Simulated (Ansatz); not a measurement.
Space group P3_121 (No. 152). a = 5.562 Å, b = 5.562 Å, c = 6.060 Å, α = 90.00°, β = 90.00°, γ = 120.00°
```tsv
atom	site	symmetry	x	y	z
Ti	3a	.2.	0.4662	0.0000	0.3333
O	6c	1	0.4189	0.2717	0.2136
```

Equation of state of this TiO2 structure (not necessarily the ground state), with shape and atoms relaxed at each volume where symmetry leaves them free. Computed with DFT r2SCAN, scalar-relativistic, plane waves, PAW in Ansatz.

Settings: cutoff 500 eV, Γ-centred mesh 6×6×4 on the computed 9-atom cell, Gaussian smearing of 0.02 eV; no spin polarisation.

| V (Å³/atom) | E − E(largest V) (meV/atom) | P (GPa) | gap on mesh (eV) |
| --- | --- | --- | --- |
| 16.958 | 0.09 | 0.54 | 4.11 |
| 17.499 | -1.14 | 0.24 | 4.08 |
| 18.040 | -1.42 | 0.01 | 4.05 |
| 18.581 | -0.98 | -0.22 | 4.03 |
| 19.122 | 0.00 | -0.36 | 3.98 |

Q: Fit a third-order Birch–Murnaghan equation to E(V).

A: V0 = 17.96 Å³/atom, B0 = 7 GPa, B0' = 8.2.

This form isn't the usual stable structure of the compound.

Cost: 5 runs of about 23 core-minutes in all, on Intel Xeon Processor @ 2.50GHz (Skylake/Cascade Lake) (shared hosts).